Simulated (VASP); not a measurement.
SiC (Moissanite 3C), 2 atoms in the cell. It takes space group F-43m (No. 216, cubic). Conventional cell: a = 4.358 Å, b = 4.358 Å, c = 4.358 Å, α = 90.00°, β = 90.00°, γ = 90.00°. Si (site symmetry -43m) has 4 C at 1.89 Å as nearest neighbours. C (site symmetry -43m) is surrounded by 4 Si at 1.89 Å. 

| Property | Result |
| --- | --- |
| Program | VASP 6.6.1 |
| Task | single point |
| Functional | PBE |
| Potentials or basis | VASP PAW PBE potentials, release 64 (Si, C) |
| Cutoff | 520 eV |
| k mesh | 10 × 10 × 10 |
| Occupations | gaussian, width 0.016 eV |
| Spin | no spin polarisation |
| Further INCAR settings | ALGO = Fast; EDIFF = 1e-06 |

Potentials or basis: VASP PAW PBE potentials, release 64 (Si, C).

Launch:

```bash
$ cat potpaw_PBE.64/Si/POTCAR potpaw_PBE.64/C/POTCAR > POTCAR
$ mpirun -np 1 vasp_std > vasp.out
```

Hardware: 1 thread of Intel(R) Xeon(R) 6975P-C (Granite Rapids), with other jobs on the host.

**Question.** How long does it take, and how much memory?

**Answer.** It took 3.6 s on 1 thread of Intel(R) Xeon(R) 6975P-C (Granite Rapids) (shared host), peak memory 0.13 GiB. Counts: scf iterations 14, k points 47.
